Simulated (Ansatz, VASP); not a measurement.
**P in VASP and in Ansatz**

INCAR

```
PREC = Accurate
ENCUT = 520
EDIFF = 1E-7
ISMEAR = -1
SIGMA = 0.1
LREAL = F
LASPH = T
NELM = 80
ALGO = Normal
ISIF = 2
LWAVE = F
LCHARG = F
GGA = RP
NBANDS = 8
```

The input KPOINTS:

```
Automatic mesh
0
Gamma
  16 16 16
```

The input POSCAR:

```
P
1.0
   -1.5334336533      1.5334336533      1.5334336533
    1.5334336533     -1.5334336533      1.5334336533
    1.5334336533      1.5334336533     -1.5334336533
P
1
Direct
    0.0000000000      0.0000000000      0.0000000000
```

Input for Ansatz:

```yaml
crystal:
  lattice:
    - [-1.5334336533, 1.5334336533, 1.5334336533]
    - [1.5334336533, -1.5334336533, 1.5334336533]
    - [1.5334336533, 1.5334336533, -1.5334336533]
  atoms:
    - { symbol: P, position: [0.0, 0.0, 0.0] }
hamiltonian:
  xc: rpbe
  pseudopotentials:
    kind: paw
    azcp:
      P: "pseudopotentials/P.paw.azcp"
basis:
  ecutwfc: 420
  fft_grid_basis: typed
kpoints:
  mp_grid: { grid: [16, 16, 16], shift: [0, 0, 0] }
magnetization:
  spin_polarized: false
scf:
  occupations: { method: fermi_dirac, width: 0.1 }
  lower_state_search: "off"
output:
  stress: true
```

Alike in both runs: task single point; functional RPBE; k mesh 16 × 16 × 16; occupations fermi-dirac, width 0.1 eV; no spin polarisation.

|  | VASP | Ansatz |
| --- | --- | --- |
| version | VASP 6.6.1 | Ansatz 0.2.0 |
| potentials or method | VASP PAW PBE potentials, release 64 (P) | plane waves (420 eV) with PAW, scalar-relativistic |
| plane-wave cutoff (eV) | 520 | 420 |
| valence electrons in the cell | 5 | 5 |

Ansatz gave:

| Property | Result |
| --- | --- |
| pressure (GPa) | 0.1 |

Problem. What did VASP give for the same quantities?

Solution. Pressure (GPa): -0.5.

With one functional, cell and mesh, what is left measures potentials, basis and numerics.

Caveats: the PAW data sets were made with another functional, which shifts forces and pressure a little (VASP).
